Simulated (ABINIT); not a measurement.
The system is HgTe (Coloradoite).

```
Hg Te
1.0
     0.00000    3.21450    3.21450
     3.21450    0.00000    3.21450
     3.21450    3.21450    0.00000
Hg Te
1 1
Direct
  0.00000 0.00000 0.00000
  0.75000 0.75000 0.75000
```

Base run:

* Program: ABINIT 10.8.3 (patched build)
* Functional: PBEsol
* Potentials or basis: JTH PAW PBE v2.0
* Cutoff: 544 eV
* k mesh: 9 × 9 × 9
* Occupations: fermi-dirac, width 0.05 eV
* Spin: no spin polarisation

Its results: band gap on the k mesh none (metal or under the smearing width); pressure 2.0 GPa.

Task: The run is repeated on the same cell with these changes: functional from PBEsol to PBE; k mesh from 9 × 9 × 9 to 3 × 3 × 3. What comes out?

Result: Band gap on the k mesh none (metal or under the smearing width); pressure 6.2 GPa.

Several settings changed at once, so the effect can't be laid on one alone.

Caveats: some runs use coarse meshes; the PAW data sets were made with another functional, which shifts forces and pressure a little (some runs).
